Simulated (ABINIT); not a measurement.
FeO:

```
CELL_PARAMETERS angstrom
1.51768 0.87623 2.51579
-1.51768 0.87623 2.51579
0.00000 -1.75247 2.51579
ATOMIC_POSITIONS crystal
Fe 0.00000 0.00000 0.00000
O 0.50000 0.50000 0.50000
```

```yaml
Program: ABINIT 10.8.3 (patched build)
Task: relaxation of cell and atoms
Functional: revPBE
Potentials_or_basis: Ansatz PAW PBE default generated set, frozen core
Cutoff: 435 eV
k_mesh: 8 × 8 × 8
Occupations: fermi-dirac, width 0.05 eV
Spin: collinear spin, ferromagnetic start
Starting_moments: "[3.0, 0.0] μB"
Hubbard_terms: Fe d U = 2 eV, J = 0.5 eV
```

At the start: pressure 3.8 GPa; volume 10.04 Å³/atom.

Task: How do energy, volume and symmetry change on relaxing?

Result: Over 8 steps the energy falls by 2.8 meV/atom and the volume is 10.25 Å³/atom (+2.1 %); space group Fm-3m (No. 225, to 0.05 Å); moment 4.00 μB per cell.

Step by step:
```tsv
step	energy change (eV)	largest force (eV/Å)	pressure (GPa)	volume (Å³)
1	0.0000	0.0000	3.75	20.07
2	-0.0040	0.0000	1.68	20.31
3	-0.0051	0.0000	-0.01	20.50
4	-0.0052	0.0000	-0.08	20.51
5	-0.0055	0.0000	-0.27	20.54
6	-0.0055	0.0000	-0.13	20.52
7	-0.0055	0.0000	-0.01	20.50
8	-0.0055	0.0000	0.00	20.50
```

Final structure:
```
Fe O
1.0
     1.53607    0.88685    2.50835
    -1.53607    0.88685    2.50835
     0.00000   -1.77370    2.50835
Fe O
1 1
Direct
  0.00000 0.00000 0.00000
  0.50000 0.50000 0.50000
```

Caveat: the PAW data sets were made with another functional, which shifts forces and pressure a little; a cell with one magnetic atom can't hold antiferromagnetic order, which such compounds often take; the atomic spheres overlap.
